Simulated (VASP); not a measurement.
# MgS in VASP 6.6.1, single-point calculation

INCAR

```
ISIF = 2
LREAL = .FALSE.
GGA = RE
ISMEAR = -1
NSW = 0
ENCUT = 350
IBRION = -1
PREC = Accurate
SIGMA = 0.02
EDIFF = 1E-7
LASPH = .TRUE.
NELM = 72
NBANDS = 11
LCHARG = .FALSE.
LWAVE = .FALSE.
```

KPOINTS

```
KPOINTS created by Atomic Simulation Environment
0
Gamma
8 8 8
0 0 0
```

POSCAR

```
Mg S
 1.0000000000000000
     0.0000000000000000    2.6893329989999999    3.0092187957999998
     2.6893329989999999    0.0000000000000000    3.0092187957999998
     2.6893329989999999    2.6893329989999999    0.0000000000000000
 Mg  S
   1   1
Cartesian
  0.0000000000000000  0.0000000000000000  0.0000000000000000
  1.3446664994999997  1.3446664994999997  1.5046093978999997
```

The recommended PBE PAW datasets give the neutral cell 8 valence electrons.

Command

```
mpirun -np 1 vasp_std
```

OSZICAR

```
N       E                     dE             d eps       ncg     rms          rms(c)
DAV:   1     0.178756014623E+02    0.17876E+02   -0.28495E+03  1338   0.416E+02
DAV:   2    -0.718122852535E+01   -0.25057E+02   -0.24016E+02  1592   0.872E+01
DAV:   3    -0.845885864900E+01   -0.12776E+01   -0.12762E+01  1602   0.211E+01
DAV:   4    -0.846834826540E+01   -0.94896E-02   -0.94888E-02  1579   0.220E+00
DAV:   5    -0.846845768535E+01   -0.10942E-03   -0.10942E-03  1679   0.227E-01    0.461E+00
DAV:   6    -0.799258275692E+01    0.47587E+00   -0.11301E+00  1421   0.406E+00    0.367E+00
DAV:   7    -0.796277804711E+01    0.29805E-01   -0.29449E-01  1531   0.229E+00    0.277E+00
DAV:   8    -0.797599008418E+01   -0.13212E-01   -0.39107E-02  1430   0.113E+00    0.167E+00
DAV:   9    -0.797516852881E+01    0.82156E-03   -0.33071E-03  1439   0.279E-01    0.498E-01
DAV:  10    -0.797548015849E+01   -0.31163E-03   -0.75250E-04  1486   0.134E-01    0.897E-02
DAV:  11    -0.797554358842E+01   -0.63430E-04   -0.14305E-04  1511   0.554E-02    0.753E-02
DAV:  12    -0.797554750973E+01   -0.39213E-05   -0.17061E-05  1526   0.206E-02    0.150E-02
DAV:  13    -0.797554754454E+01   -0.34807E-07   -0.91547E-07  1543   0.487E-03
   1 F= -.79755475E+01 E0= -.79755475E+01  d E =-.442363E-11
```

From OUTCAR

```
k-points           NKPTS =     59   k-points in BZ     NKDIM =     59   number of bands    NBANDS=     11

   NELECT =       8.0000    total number of electrons

   dimension x,y,z NGX =    28 NGY =   28 NGZ =   24
   dimension x,y,z NGXF=    56 NGYF=   56 NGZF=   48

  energy-cutoff  :      350.00
  volume of cell :       43.53
      direct lattice vectors                 reciprocal lattice vectors
     0.000000000  2.689332999  3.009218796    -0.185919706  0.185919706  0.166156080
     2.689332999  0.000000000  3.009218796     0.185919706 -0.185919706  0.166156080
     2.689332999  2.689332999  0.000000000     0.185919706  0.185919706 -0.166156080

 k-points in reciprocal lattice and weights: KPOINTS created by Atomic Simulation Env
   0.00000000  0.00000000  0.00000000       0.002
   0.12500000  0.00000000  0.00000000       0.016
   0.25000000  0.00000000  0.00000000       0.016
   0.37500000  0.00000000  0.00000000       0.016
   0.50000000  0.00000000  0.00000000       0.008
   0.12500000  0.12500000  0.00000000       0.004
   0.25000000  0.12500000  0.00000000       0.016
   0.37500000  0.12500000  0.00000000       0.016
   ...

 E-fermi :   2.0164

 k-point     1 :       0.0000    0.0000    0.0000
  band No.  band energies     occupation
      1      -9.9634      2.00000
      2       1.1876      2.00000
      3       1.5657      2.00000
      4       1.5657      2.00000
      5       5.1873      0.00000
      6       9.5144      0.00000
      7       9.6459      0.00000
      8       9.6459      0.00000
      9      11.2727      0.00000
     10      13.3624      0.00000
     11      14.0503      0.00000

 k-point     2 :       0.1250    0.0000    0.0000
  band No.  band energies     occupation
      1      -9.8686      2.00000
      2       0.7174      2.00000
      3       1.2561      2.00000
      4       1.5407      2.00000
      5       5.8464      0.00000
      6       9.3182      0.00000
      7       9.7254      0.00000
      8       9.8601      0.00000
      9      11.0888      0.00000
     10      12.7241      0.00000
     11      14.6720      0.00000

 k-point     3 :       0.2500    0.0000    0.0000
  band No.  band energies     occupation
      1      -9.6222      2.00000
      2      -0.4596      2.00000
      3       1.0269      2.00000
      4       1.4846      2.00000
      5       6.6488      0.00000
      6       9.0627      0.00000
      7       9.7772      0.00000
      8      10.1542      0.00000
      9      11.8096      0.00000
     10      12.2737      0.00000
     11      14.2971      0.00000

 k-point     4 :       0.3750    0.0000    0.0000
  band No.  band energies     occupation
      1      -9.3445      2.00000
      2      -1.4244      2.00000
      3       0.8463      2.00000
      4       1.4343      2.00000
      5       6.6798      0.00000
      6       8.9951      0.00000
      7       9.9404      0.00000
      8      10.1848      0.00000
      9      13.1772      0.00000
     10      13.2665      0.00000
     11      14.4982      0.00000

 k-point     5 :       0.5000    0.0000    0.0000
  band No.  band energies     occupation
      1      -9.2177      2.00000
      2      -1.7942      2.00000
      3       0.7771      2.00000
      4       1.4150      2.00000
      5       6.5864      0.00000
      6       8.9401      0.00000
      7       9.7747      0.00000
      8      10.4038      0.00000
      9      14.3280      0.00000
     10      14.5848      0.00000
     11      15.0067      0.00000

 ...

  Total        1.5287057      1.5287057      0.6995353      0.0000000      0.0000000      0.0000000
  in kB       56.2680078     56.2680078     25.7482241      0.0000000      0.0000000      0.0000000
  external PRESSURE =      46.0947466 kB  Pullay stress =       0.0000000 kB

 POSITION                                       TOTAL-FORCE (eV/Angst)
 -----------------------------------------------------------------------------------
      0.00000      0.00000      0.00000        -0.000000     -0.000000     -0.000000
      1.34467      1.34467      1.50461         0.000000      0.000000      0.000000
 -----------------------------------------------------------------------------------
    total drift:                                0.000006      0.000006     -0.000001

  FREE ENERGIE OF THE ION-ELECTRON SYSTEM (eV)
  ---------------------------------------------------
  free  energy   TOTEN  =        -7.9755475445 eV

  energy  without entropy=       -7.9755475445  energy(sigma->0) =       -7.97554754
```

It converged. Results: gap between bands v and c on the k mesh 3.60 eV; least direct gap on the k mesh 3.62 eV; pressure 4.6 GPa. Band v is the last that the valence electrons fill when counted band by band, and c is the next.

For comparison, a separate PBE run of the intended cell, on usual settings and not on those above, gives a gap of 3.45 eV on its mesh and a pressure of 3.2 GPa.

The run above took about 13 s on one core of a shared host (Intel Xeon Platinum 8488C) and held 0.15 GiB at most.
